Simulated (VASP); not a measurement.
## CdSe: single point with PBE

Crystal: CdSe.

```
CELL_PARAMETERS angstrom
0.00000 3.07027 3.07027
3.07027 0.00000 3.07027
3.07027 3.07027 0.00000
ATOMIC_POSITIONS crystal
Cd 0.00000 0.00000 0.00000
Se 0.25000 0.25000 0.25000
```

Measurements of this composition are mostly on another form, of space group No. 186.

```
Program             : VASP 6.6.1
Task                : single point
Functional          : PBE
Potentials or basis : VASP PAW PBE potentials, release 64 (Cd_GW, Se_GW)
Cutoff              : 500 eV
k mesh              : 4 × 4 × 4
Occupations         : gaussian, width 0.02 eV
Spin                : no spin polarisation
```

```yaml
Pressure: 1.5 GPa
Band_gap_on_the_k_mesh: 0.53 eV, direct
```

Levels at points of the mesh, in eV from the valence-band top:
| k point | band 5 | band 6 | band 7 | band 8 | band 9 | band 10 | band 11 | band 12 | band 13 |
| --- | --- | --- | --- | --- | --- | --- | --- | --- | --- |
| (0.00, 0.00, 0.00) | -7.53 | -7.53 | 0.00 | 0.00 | 0.00 | 0.53 | 5.92 | 5.92 | 5.92 |
| (0.50, 0.00, 0.00) | -7.51 | -7.25 | -4.23 | -0.71 | -0.71 | 2.34 | 6.42 | 6.42 | 7.32 |
| (0.50, 0.50, 0.00) | -7.47 | -7.19 | -3.96 | -1.76 | -1.76 | 3.18 | 3.72 | 8.95 | 10.03 |

It took 5.2 s on 1 thread of AMD EPYC 9R45 96-Core Processor (Zen 5) (shared host), peak memory 0.15 GiB.

Caveat: the k mesh is coarse (spacing up to 0.44 Å⁻¹), so the values aren't converged. PBE gaps usually lie below the measured ones, often by a third to a half.
